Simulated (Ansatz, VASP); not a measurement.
# Ag in VASP and in Ansatz

```
CELL_PARAMETERS angstrom
-1.65205 1.65205 1.65205
1.65205 -1.65205 1.65205
1.65205 1.65205 -1.65205
ATOMIC_POSITIONS crystal
Ag 0.00000 0.00000 0.00000
```

Alike in both runs: task single point; functional PBE; k mesh 18 × 18 × 18; occupations gaussian, width 0.05 eV; no spin polarisation.

```csv
,VASP,Ansatz
version,VASP 6.6.1,Ansatz 0.2.0
potentials or method,"VASP PAW PBE potentials, release 64 (Ag)","scalar-relativistic, plane waves, PAW"
plane-wave cutoff (eV),520,600
valence electrons in the cell,11,19
```

|  | VASP | Ansatz | Ansatz less VASP |
| --- | --- | --- | --- |
| gap on the k mesh at the Fermi level (eV) | none | none | - |
| pressure (GPa) | -0.1 | 0.0 | +0.12 |

A gap of «none» marks a metal or a gap that the smearing closes. The two sets of potentials don't hold the same shells in valence.
